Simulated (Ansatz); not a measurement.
**KI: where the heat goes in a short trajectory**

All numbers below come from DFT PBEsol, scalar-relativistic, plane waves, PAW in Ansatz. Settings: plane waves to 420 eV, k-mesh 1×1×1 (Γ-centred), Fermi–Dirac smearing 0.1 eV. The mesh is coarse. No spin polarisation.

16 atoms start on the lattice sites below (V = 728.6 Å³, 1.04 times the source cell's; static pressure 0.03 GPa, largest force component 0.00 eV/Å) with velocities drawn for 1200 K; constant energy, at which the real crystal may have melted, fixed cell, 43 steps of 3 fs.

```
K I
1.0
     7.14186    0.00000    7.14186
     7.14186    7.14186    0.00000
     0.00000    7.14186    7.14186
K I
8 8
Cartesian
  0.0000 0.0000 0.0000
  3.5709 3.5709 0.0000
  3.5709 0.0000 3.5709
  7.1419 3.5709 3.5709
  0.0000 3.5709 3.5709
  3.5709 7.1419 3.5709
  3.5709 3.5709 7.1419
  7.1419 7.1419 7.1419
  3.5709 3.5709 3.5709
  7.1419 7.1419 3.5709
  7.1419 3.5709 7.1419
  10.7128 7.1419 7.1419
  3.5709 7.1419 7.1419
  7.1419 10.7128 7.1419
  7.1419 7.1419 10.7128
  10.7128 10.7128 10.7128
```

```csv
t (fs),T (K),kinetic energy (meV/atom),potential energy over the first frame (meV/atom),P with the kinetic part (GPa)
0.0,1200,145.4,0.0,0.39
9.0,1185,143.6,1.8,0.41
18.0,1137,137.7,7.7,0.47
27.0,1052,127.5,18.0,0.58
36.0,930,112.7,32.7,0.72
45.0,783,94.9,50.5,0.88
54.0,640,77.6,67.9,1.03
63.0,537,65.1,80.4,1.14
72.0,494,59.9,85.6,1.20
81.0,504,61.1,84.3,1.20
90.0,545,66.0,79.4,1.17
99.0,595,72.1,73.3,1.11
108.0,640,77.6,67.9,1.05
117.0,670,81.2,64.2,1.00
126.0,679,82.3,63.1,0.98
```

T counts 3N − 3 degrees of freedom. Means over every step of the second half, not only the rows shown: T = 586 K, kinetic energy 71.1 meV/atom, potential energy 74.4 meV/atom, P = 1.10 GPa.

Task: Does the potential energy follow equipartition for harmonic vibrations?

Result: In a harmonic crystal each vibration holds as much potential as kinetic energy on average, here 71.1 meV/atom. The run has 74.4, a ratio of 1.05. That is near one, as for a crystal vibrating about its sites. At constant energy a start from the lattice sites hands about half of the kinetic energy to the potential, so T should settle near 600 K. So short a run gives a rough mean.

Task: Split the rise of pressure into the kinetic part and the rest. Can a thermal Grüneisen parameter be estimated?

Result: The program counts the kinetic part as N k_B T/V = 0.18 GPa. The pressure lies 1.07 GPa over the static one in all, so the forces add 0.90 GPa. For a harmonic mode with ω ∝ V^(−γ) and an amplitude that scales with the cell, the forces add (2γ − 2/3)U/V, which needs no equipartition; when U equals the kinetic energy K, this and the kinetic part 2K/(3V) sum to the Mie–Grüneisen γE_th/V. With U = N × 74.4 meV, γ = 1/3 + V ΔP_forces/(2U) = 2.05, for harmonic vibrations a mean over the modes weighted by their potential energy, for uniform scaling of the cell (in a layered or otherwise anisotropic crystal this differs from γ under hydrostatic pressure). Most solids fall between 1 and 3, and tetrahedral, framework and layered ones often lower; anharmonic motion and pressure swings in a cell of 16 atoms make this value uncertain by tenths or more.